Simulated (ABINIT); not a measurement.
# GaP (F-43m) in ABINIT: reference runs, part 2 of 2

ABINIT 10.8.3 (patched build). The steps go on from the part before.

**3. Single point, PBE (atoms moved at random, drawn with an rms of 0.05 Å)**

The input, run.abi:

```
# Pseudopotentials
pp_dirpath "./"
pseudos "Ga.GGA_PBE-JTH.xml, P.GGA_PBE-JTH.xml"

# Structure
acell 3*1.0
rprim
     0.0000000000     5.1499761211     5.1499761211
     5.1499761211     0.0000000000     5.1499761211
     5.1499761211     5.1499761211     0.0000000000
ntypat 2
znucl 31 15
natom 2
typat 1 2
xred
    -0.0013860000    -0.0157230000     0.0174070000
     0.7476240000     0.7471280000     0.7528140000
chkprim 0
chksymtnons 0
tolsym 1.0e-6

# Plane-wave basis
ecut 20.0
pawecutdg 40.0

# k points
kptopt 1
ngkpt 8 8 8
nshiftk 1
shiftk 0.0 0.0 0.0

# Exchange and correlation
ixc 11

# Bands and occupations
nband 13
occopt 3
tsmear 0.05 eV

# SCF cycle
nstep 100
tolvrs 1.0e-9

# Output
iomode 3
prtwf 0
prtden 0
prteig 0
prtebands 0
enunit 1
```

Potentials or basis: JTH PAW PBE v2.0.

The run is started by

```bash
> abinit run.abi > log 2>&1
```

run.abo:

```text
.Version 10.8.3 of ABINIT
 Symmetries : space group P1 (#  1); Bravais aP (primitive triclinic)
================================================================================
 Values of the parameters that define the memory need of the present run
     intxc =       0    ionmov =       0      iscf =      17    lmnmax =      18
     lnmax =       6     mgfft =      30  mpssoang =       3    mqgrid =    3001
     natom =       2  nloc_mem =       2    nspden =       1   nspinor =       1
    nsppol =       1      nsym =       1    n1xccc =       1    ntypat =       2
    occopt =       3   xclevel =       2
       mpw =        1185          nfft =       27000          nkpt =         260
 PAW method is used; the additional fine FFT grid is defined by:
   mgfftf=        45    nfftf =     91125
================================================================================
================================================================================

--------------------------------------------------------------------------------
------------- Echo of variables that govern the present computation ------------
--------------------------------------------------------------------------------
 -outvars: echo values of preprocessed input variables --------
            acell      1.0000000000E+00  1.0000000000E+00  1.0000000000E+00 Bohr
              amu      6.97230000E+01  3.09737620E+01
          chkprim           0
      chksymtnons           0
             ecut      2.00000000E+01 Hartree
           enunit           1
                       outvar_i_n : Printing only first  50 k-points.
              ixc          11
                       outvar_i_n : Printing only first  50 k-points.
         kptrlatt        8    0    0      0    8    0      0    0    8
          kptrlen      5.82653286E+01
            natom           2
            nband          13
            ngfft          30      30      30
          ngfftdg          45      45      45
             nkpt         260
            nstep         100
             nsym           1
           ntypat           2
                       prtocc : prtvol=0, do not print more k-points.
           occopt           3
        pawecutdg      4.00000000E+01 Hartree
         pawxcdev           0
           prtden           0
        prtebands           0
           prteig           0
            prtwf           0
            rprim      0.0000000000E+00  5.1499761211E+00  5.1499761211E+00
                       5.1499761211E+00  0.0000000000E+00  5.1499761211E+00
                       5.1499761211E+00  5.1499761211E+00  0.0000000000E+00
          spgroup           1
           tolsym      1.00000000E-06
           tolvrs      1.00000000E-09
           tsmear      1.83746611E-03 Hartree
            typat      1  2
           useylm           1
                       outvars : Printing only first  50 k-points.
           xangst      4.5893209969E-03  4.3661230220E-02 -4.6626302218E-02
                       4.0877169327E+00  4.0890686567E+00  4.0735728852E+00
            xcart      8.6725597879E-03  8.2507767436E-02 -8.8110941456E-02
                       7.7246654830E+00  7.7272198712E+00  7.6979371070E+00
             xred     -1.3860000000E-03 -1.5723000000E-02  1.7407000000E-02
                       7.4762400000E-01  7.4712800000E-01  7.5281400000E-01
            znucl       31.00000   15.00000

================================================================================

 chkinp: Checking input parameters for consistency.

================================================================================
== DATASET  1 ==================================================================

--- !DatasetInfo
iteration_state: {dtset: 1, }
dimensions: {natom: 2, nkpt: 260, mband: 13, nsppol: 1, nspinor: 1, nspden: 1, mpw: 1185, }
cutoff_energies: {ecut:  20.0, pawecutdg:  40.0, }
electrons: {nelect:   1.80000000E+01, charge:   0.00000000E+00, occopt:   3.00000000E+00, tsmear:   1.83746611E-03, }
meta: {optdriver: 0, ionmov: 0, optcell: 0, iscf: 17, paral_kgb: 0, }
...

 Exchange-correlation functional for the present dataset will be:
  GGA: Perdew-Burke-Ernzerhof functional - ixc=11
[... 91 lines left out ...]
- [ -1.76407564E-03,  -8.45832189E-03,   6.50142746E-03, ]
- [  1.76407564E-03,   8.45832189E-03,  -6.50142746E-03, ]
force_length_stats: {min:   1.08131277E-02, max:   1.08131277E-02, mean:   1.08131277E-02, }
...

 Integrated electronic density in atomic spheres:
 ------------------------------------------------
 Atom  Sphere_radius  Integrated_density
    1        2.10359         11.08644338
    2        1.60765          1.58278149

================================================================================

 ----iterations are completed or convergence reached----

 Mean square residual over all n,k,spin=   49.627E-11; max=  98.669E-08
 reduced coordinates (array xred) for    2 atoms
      -0.001386000000     -0.015723000000      0.017407000000
       0.747624000000      0.747128000000      0.752814000000
 rms dE/dt=  3.4001E-02; max dE/dt=  5.2665E-02; dE/dt below (all hartree)
    1       0.010078543908     -0.024435814239      0.052665036364
    2      -0.010077375188      0.024358683333     -0.052625169929

 cartesian coordinates (angstrom) at end:
    1      0.00458932099685     0.04366123022007    -0.04662630221804
    2      4.08771693269797     4.08906865669704     4.07357288520766

 cartesian forces (hartree/bohr) at end:
    1     -0.00176407563693    -0.00845832188658     0.00650142746390
    2      0.00176407563693     0.00845832188658    -0.00650142746390
 frms,max,avg= 6.2429622E-03 8.4583219E-03   1.866E-06 -5.736E-06  5.623E-06 h/b

 cartesian forces (eV/Angstrom) at end:
    1     -0.09071241649722    -0.43494439908291     0.33431684196799
    2      0.09071241649722     0.43494439908291    -0.33431684196799
 frms,max,avg= 3.2102602E-01 4.3494440E-01   9.594E-05 -2.950E-04  2.891E-04 e/A
 length scales=  1.000000000000  1.000000000000  1.000000000000 bohr
              =  0.529177210544  0.529177210544  0.529177210544 angstroms
 Fermi (or HOMO) energy (eV) =   5.96031   Average Vxc (eV)=  -9.33436
 Eigenvalues (   eV  ) for nkpt= 260  k points:
 kpt#   1, nband= 13, wtk=  0.00195, kpt=  0.0000  0.0000  0.0000 (reduced coord)
  -9.42340   -9.41272   -9.40786   -9.31625   -9.31609   -7.35998    4.96046    5.15031
   5.28148    6.95753    8.94255    9.00682    9.12700
 prteigrs : prtvol=0 or 1, do not print more k-points.

--- !EnergyTerms
iteration_state     : {dtset: 1, }
comment             : Components of total free energy in Hartree
kinetic             :  7.45216044284378E+00
hartree             :  2.77271832389133E+01
xc                  : -3.88104336242863E+00
Ewald energy        : -4.82336237953834E+01
psp_core            :  1.58548868993979E+00
local_psp           : -7.21690829667261E+01
PAW spherical_terms :  1.74487995105185E+00
internal            : -8.57740378017894E+01
'-kT*entropy'       : -3.30306728363634E-10
total_energy        : -8.57740378021197E+01
total_energy_eV     : -2.33403047251085E+03
...

--- !EnergyTermsDC
iteration_state     : {dtset: 1, }
comment             : '"Double-counting" decomposition of free energy'
band_energy         : -3.43733007234756E+00
Ewald energy        : -4.82336237953834E+01
psp_core            :  1.58548868993979E+00
xc_dc               : -2.71430578256165E+01
PAW spherical_terms : -8.54551470173451E+00
internal            : -8.57740377051422E+01
'-kT*entropy'       : -3.30306728363634E-10
total_energy_dc     : -8.57740377054725E+01
total_energy_dc_eV  : -2.33403046988095E+03
...

--- !EnergyTermsWithPAWCore
iteration_state     : {dtset: 1, }
comment             : 'Components of total free energy, including PAW core contributions'
Total energy        : -2.28617298822573E+03
Total energy DC     : -2.28617298812908E+03
Total energy (eV)   : -6.22099362077389E+04
Total energy DC (eV): -6.22099362051090E+04
...

 Cartesian components of stress tensor (hartree/bohr^3)
  sigma(1 1)= -9.16800876E-05  sigma(3 2)=  9.32629981E-06
  sigma(2 2)= -8.89010861E-05  sigma(3 1)=  4.58977076E-05
  sigma(3 3)= -9.00701729E-05  sigma(2 1)= -3.52295918E-05

-Cartesian components of stress tensor (GPa)         [Pressure=  2.6543E+00 GPa]
- sigma(1 1)= -2.69732130E+00  sigma(3 2)=  2.74389214E-01
- sigma(2 2)= -2.61556025E+00  sigma(3 1)=  1.35035718E+00
- sigma(3 3)= -2.64995598E+00  sigma(2 1)= -1.03649037E+00

== END DATASET(S) ==============================================================
================================================================================

 -outvars: echo values of variables after computation  --------
            acell      1.0000000000E+00  1.0000000000E+00  1.0000000000E+00 Bohr
           etotal     -8.5774037705E+01
            fcart     -1.7640756369E-03 -8.4583218866E-03  6.5014274639E-03
                       1.7640756369E-03  8.4583218866E-03 -6.5014274639E-03
            rprim      0.0000000000E+00  5.1499761211E+00  5.1499761211E+00
                       5.1499761211E+00  0.0000000000E+00  5.1499761211E+00
                       5.1499761211E+00  5.1499761211E+00  0.0000000000E+00
           strten     -9.1680087559E-05 -8.8901086069E-05 -9.0070172887E-05
                       9.3262998095E-06  4.5897707643E-05 -3.5229591772E-05
           xangst      4.5893209969E-03  4.3661230220E-02 -4.6626302218E-02
                       4.0877169327E+00  4.0890686567E+00  4.0735728852E+00
             xred     -1.3860000000E-03 -1.5723000000E-02  1.7407000000E-02
                       7.4762400000E-01  7.4712800000E-01  7.5281400000E-01
 Calculation completed.
```

It took 1.7 min on 1 thread of Arm Neoverse V2, shared host; peak memory 0.23 GiB.

What came out:

```
Free energy                                           : -2334.0305 eV
Pressure                                              : 2.7 GPa
Largest force                                         : 0.556 eV/Å
Band gap on the k mesh                                : 1.45 eV, indirect (least direct gap 1.68 eV)
Valence electrons inside the program's atomic spheres : Ga 11.09; P 1.58
```

Forces on the atoms (eV/Å):
```
Ga  -0.091 -0.435  0.334
P    0.091  0.435 -0.334
```

Stress tensor (GPa, compression positive):
```
 2.70  1.04 -1.35
 1.04  2.62 -0.27
-1.35 -0.27  2.65
```

A k mesh can miss the band edges.

**4. Single point, PBE**

The input, run.abi:

```
pp_dirpath "./"
pseudos "Ga.GGA_PBE-JTH.xml, P.GGA_PBE-JTH.xml"

acell 3*1.0
rprim
     0.0000000000     5.1499761211     5.1499761211
     5.1499761211     0.0000000000     5.1499761211
     5.1499761211     5.1499761211     0.0000000000
ntypat 2
znucl 31 15
natom 2
typat 1 2
xcart
     0.0000000000     0.0000000000     0.0000000000
     7.7249641817     7.7249641817     7.7249641817

ecut 20.0
pawecutdg 40.0

kptopt 1
ngkpt 8 8 8
nshiftk 1
shiftk 0.0 0.0 0.0

ixc 11

nband 13
occopt 3
tsmear 0.00183747

nstep 100
tolvrs 1.0e-9

iomode 3
prtwf 0
prtden 0
prteig 0
prtebands 0
enunit 1
```

The run is started by

```bash
> abinit run.abi > log 2>&1
```

Wall time 14 s (1 thread of Arm Neoverse V1, shared host); peak memory 0.11 GiB.

Results (log left out):

```
Free energy                                           : -2334.0452 eV
Pressure                                              : 2.6 GPa
Band gap on the k mesh                                : 1.64 eV, indirect (least direct gap 1.82 eV)
Valence electrons inside the program's atomic spheres : Ga 11.07; P 1.59
```

Levels at points of the mesh, in eV from the valence-band top:
| k point | band 7 | band 8 | band 9 | band 10 | band 11 | band 12 |
| --- | --- | --- | --- | --- | --- | --- |
| (0.00, 0.00, 0.00) | 0.00 | 0.00 | 0.00 | 1.82 | 3.89 | 3.89 |
| (0.50, 0.00, 0.00) | -6.63 | -1.12 | -1.12 | 1.67 | 4.72 | 4.72 |
| (0.50, 0.50, 0.00) | -6.75 | -2.68 | -2.68 | 1.65 | 1.82 | 10.58 |

**5. Single point, PBE (atoms moved at random, drawn with an rms of 0.05 Å)**

run.abi, as its differences from that of step 4:

```diff
@@ -12,5 +12,8 @@
 typat 1 2
-xcart
-     0.0000000000     0.0000000000     0.0000000000
-     7.7249641817     7.7249641817     7.7249641817
+xred
+    -0.0013860000    -0.0157230000     0.0174070000
+     0.7476240000     0.7471280000     0.7528140000
+chkprim 0
+chksymtnons 0
+tolsym 1.0e-6
 
@@ -28,3 +31,3 @@
 occopt 3
-tsmear 0.00183747
+tsmear 0.05 eV
 
@@ -38,2 +41 @@
 prtebands 0
-enunit 1
```

Potentials or basis: JTH PAW PBE v2.0.

The run is started by

```bash
> abinit run.abi > log 2>&1
```

run.abo:

```text
.Version 10.8.3 of ABINIT
 Symmetries : space group P1 (#  1); Bravais aP (primitive triclinic)
================================================================================
 Values of the parameters that define the memory need of the present run
     intxc =       0    ionmov =       0      iscf =      17    lmnmax =      18
     lnmax =       6     mgfft =      30  mpssoang =       3    mqgrid =    3001
     natom =       2  nloc_mem =       2    nspden =       1   nspinor =       1
    nsppol =       1      nsym =       1    n1xccc =       1    ntypat =       2
    occopt =       3   xclevel =       2
       mpw =        1185          nfft =       27000          nkpt =         260
 PAW method is used; the additional fine FFT grid is defined by:
   mgfftf=        45    nfftf =     91125
================================================================================
================================================================================

--------------------------------------------------------------------------------
------------- Echo of variables that govern the present computation ------------
--------------------------------------------------------------------------------
 -outvars: echo values of preprocessed input variables --------
            acell      1.0000000000E+00  1.0000000000E+00  1.0000000000E+00 Bohr
              amu      6.97230000E+01  3.09737620E+01
          chkprim           0
      chksymtnons           0
             ecut      2.00000000E+01 Hartree
                       outvar_i_n : Printing only first  50 k-points.
              ixc          11
                       outvar_i_n : Printing only first  50 k-points.
         kptrlatt        8    0    0      0    8    0      0    0    8
          kptrlen      5.82653286E+01
            natom           2
            nband          13
            ngfft          30      30      30
          ngfftdg          45      45      45
             nkpt         260
            nstep         100
             nsym           1
           ntypat           2
                       prtocc : prtvol=0, do not print more k-points.
           occopt           3
        pawecutdg      4.00000000E+01 Hartree
         pawxcdev           0
           prtden           0
        prtebands           0
           prteig           0
            prtwf           0
            rprim      0.0000000000E+00  5.1499761211E+00  5.1499761211E+00
                       5.1499761211E+00  0.0000000000E+00  5.1499761211E+00
                       5.1499761211E+00  5.1499761211E+00  0.0000000000E+00
          spgroup           1
[... 162 lines left out ...]
 kpt#   1, nband= 13, wtk=  0.00195, kpt=  0.0000  0.0000  0.0000 (reduced coord)
  -0.34630   -0.34591   -0.34573   -0.34237   -0.34236   -0.27047    0.18229    0.18927
   0.19409    0.25568    0.32863    0.33099    0.33541
      occupation numbers for kpt#   1
   2.00000    2.00000    2.00000    2.00000    2.00000    2.00000    2.00000    2.00000
   2.00000    0.00000    0.00000    0.00000    0.00000
 prteigrs : prtvol=0 or 1, do not print more k-points.

--- !EnergyTerms
iteration_state     : {dtset: 1, }
comment             : Components of total free energy in Hartree
kinetic             :  7.45216044284378E+00
hartree             :  2.77271832389133E+01
xc                  : -3.88104336242863E+00
Ewald energy        : -4.82336237953834E+01
psp_core            :  1.58548868993979E+00
local_psp           : -7.21690829667261E+01
PAW spherical_terms :  1.74487995105185E+00
internal            : -8.57740378017894E+01
'-kT*entropy'       : -3.30306728363634E-10
total_energy        : -8.57740378021197E+01
total_energy_eV     : -2.33403047251085E+03
...

--- !EnergyTermsDC
iteration_state     : {dtset: 1, }
comment             : '"Double-counting" decomposition of free energy'
band_energy         : -3.43733007234756E+00
Ewald energy        : -4.82336237953834E+01
psp_core            :  1.58548868993979E+00
xc_dc               : -2.71430578256165E+01
PAW spherical_terms : -8.54551470173451E+00
internal            : -8.57740377051422E+01
'-kT*entropy'       : -3.30306728363634E-10
total_energy_dc     : -8.57740377054725E+01
total_energy_dc_eV  : -2.33403046988095E+03
...

--- !EnergyTermsWithPAWCore
iteration_state     : {dtset: 1, }
comment             : 'Components of total free energy, including PAW core contributions'
Total energy        : -2.28617298822573E+03
Total energy DC     : -2.28617298812908E+03
Total energy (eV)   : -6.22099362077389E+04
Total energy DC (eV): -6.22099362051090E+04
...

 Cartesian components of stress tensor (hartree/bohr^3)
  sigma(1 1)= -9.16800876E-05  sigma(3 2)=  9.32629981E-06
  sigma(2 2)= -8.89010861E-05  sigma(3 1)=  4.58977076E-05
  sigma(3 3)= -9.00701729E-05  sigma(2 1)= -3.52295918E-05

-Cartesian components of stress tensor (GPa)         [Pressure=  2.6543E+00 GPa]
- sigma(1 1)= -2.69732130E+00  sigma(3 2)=  2.74389214E-01
- sigma(2 2)= -2.61556025E+00  sigma(3 1)=  1.35035718E+00
- sigma(3 3)= -2.64995598E+00  sigma(2 1)= -1.03649037E+00

== END DATASET(S) ==============================================================
================================================================================

 -outvars: echo values of variables after computation  --------
            acell      1.0000000000E+00  1.0000000000E+00  1.0000000000E+00 Bohr
           etotal     -8.5774037705E+01
            fcart     -1.7640756369E-03 -8.4583218866E-03  6.5014274639E-03
                       1.7640756369E-03  8.4583218866E-03 -6.5014274639E-03
            rprim      0.0000000000E+00  5.1499761211E+00  5.1499761211E+00
                       5.1499761211E+00  0.0000000000E+00  5.1499761211E+00
                       5.1499761211E+00  5.1499761211E+00  0.0000000000E+00
           strten     -9.1680087559E-05 -8.8901086069E-05 -9.0070172887E-05
                       9.3262998095E-06  4.5897707643E-05 -3.5229591772E-05
           xangst      4.5893209969E-03  4.3661230220E-02 -4.6626302218E-02
                       4.0877169327E+00  4.0890686567E+00  4.0735728852E+00
             xred     -1.3860000000E-03 -1.5723000000E-02  1.7407000000E-02
                       7.4762400000E-01  7.4712800000E-01  7.5281400000E-01
 Calculation completed.
```

Wall time 2.1 min (1 thread of Arm Neoverse V1, shared host); peak memory 0.24 GiB.

Results:

```
Free energy                                           : -2334.0305 eV
Pressure                                              : 2.7 GPa
Largest force                                         : 0.556 eV/Å
Band gap on the k mesh                                : 1.45 eV, indirect (least direct gap 1.68 eV)
Valence electrons inside the program's atomic spheres : Ga 11.09; P 1.58
```

Forces in eV/Å, atoms in the order of the input:
```
Ga  -0.091 -0.435  0.334
P    0.091  0.435 -0.334
```

A k mesh can miss the band edges.

**6. Against experiment**

Step 2. Measured gap of GaP: 2.34 eV (indirect; 10 K; quoted in “Stacking defects in GaP nanowires: Electronic structure and optical properties”, 2018, arxiv:1810.01194). This calculation gives 1.64 eV (-0.70 eV). Spin-orbit coupling on Ga is left out. The value is that of PBE on a finite k mesh, which can miss the band edges, without temperature or zero-point motion. Semilocal functionals fall short of measured gaps as a rule.

Step 4. Measured gap of GaP: 2.34 eV (indirect; 10 K; quoted in “Stacking defects in GaP nanowires: Electronic structure and optical properties”, 2018, arxiv:1810.01194). This calculation gives 1.64 eV (-0.70 eV). Spin-orbit coupling on Ga is left out. The value is that of PBE on a finite k mesh, which can miss the band edges, without temperature or zero-point motion. Semilocal functionals fall short of measured gaps as a rule.
